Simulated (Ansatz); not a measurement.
## TaN: what the smearing entropy tells about the Fermi level

Level of theory: Ansatz, DFT PBE, scalar-relativistic, plane waves, PAW.

```
CELL_PARAMETERS angstrom
3.05000 0.00000 0.00000
-1.52500 2.64138 0.00000
0.00000 0.00000 4.94000
ATOMIC_POSITIONS crystal
Ta 0.33333 0.66667 0.00000
Ta 0.66667 0.33333 0.50000
N 0.33333 0.66667 0.38500
N 0.66667 0.33333 0.88500
```

* plane-wave cutoff: 420 eV
* Γ-centred k-mesh: 15×15×8
* spin treatment: unpolarised

The same metal under several smearings of width σ, on one mesh. F is the free energy, TS the smearing's entropy term for the cell of 4 atoms, and E = F + TS. Gaussian occupations are ½ erfc[(ε − μ)/σ], and N counts both spins. Spin–orbit coupling is left out, which shifts the bands of heavy elements.

```tsv
rule	σ (eV)	F − F(narrowest) (meV/atom)	TS (meV/cell)
Fermi–Dirac	0.05	-1.185	10.484
Gaussian	0.02	0.000	0.263
Gaussian	0.05	-0.146	1.329
Gaussian	0.1	-0.665	5.868
Gaussian	0.2	-3.104	27.328
```

Problem. For a density of states N (both spins) that is flat over the smeared range, TS = Nσ²/2 (Gaussian) and (π²/3)Nσ² (Fermi–Dirac). What N does each run give?

Solution.
| rule | σ (eV) | N (states/eV a cell) |
| --- | --- | --- |
| Fermi–Dirac | 0.05 | 1.27 |
| Gaussian | 0.02 | 1.32 |
| Gaussian | 0.05 | 1.06 |
| Gaussian | 0.1 | 1.17 |
| Gaussian | 0.2 | 1.37 |

Equal entropy needs σ_Gauss = π√(2/3) σ_FD = 2.57 σ_FD, so a Fermi–Dirac width acts like a Gaussian one 2.57 times as large. At moderate widths N lies between 1.06 and 1.37. The drift shows structure in the density of states within the smeared window (a rise with width points to a dip at the Fermi level, a fall to a peak or a steep flank), or a mesh too coarse for the narrower widths. At the narrowest widths only the few mesh levels within σ of μ count, so N can scatter there.

Problem. To second order F = E0 − TS/2 and E = E0 + TS/2. How well does E0 = (E + F)/2 undo the smearing?

Solution.
```csv
rule,σ (eV),F − E0(narrowest) (meV/atom),(E + F)/2 − E0(narrowest) (meV/atom)
Fermi–Dirac,0.05,-1.22,0.09
Gaussian,0.02,-0.03,0.00
Gaussian,0.05,-0.18,-0.01
Gaussian,0.1,-0.70,0.04
Gaussian,0.2,-3.14,0.28
```

At Gaussian 0.2 eV the free energy is off by -3.14 meV/atom and the mean by 0.28. What remains is of order σ⁴ plus the mesh error of the narrowest run, which is no exact reference. Forces and stress are derivatives of F, not of E0, so they keep the σ² error.

This wurtzite form isn't the usual stable structure of the compound.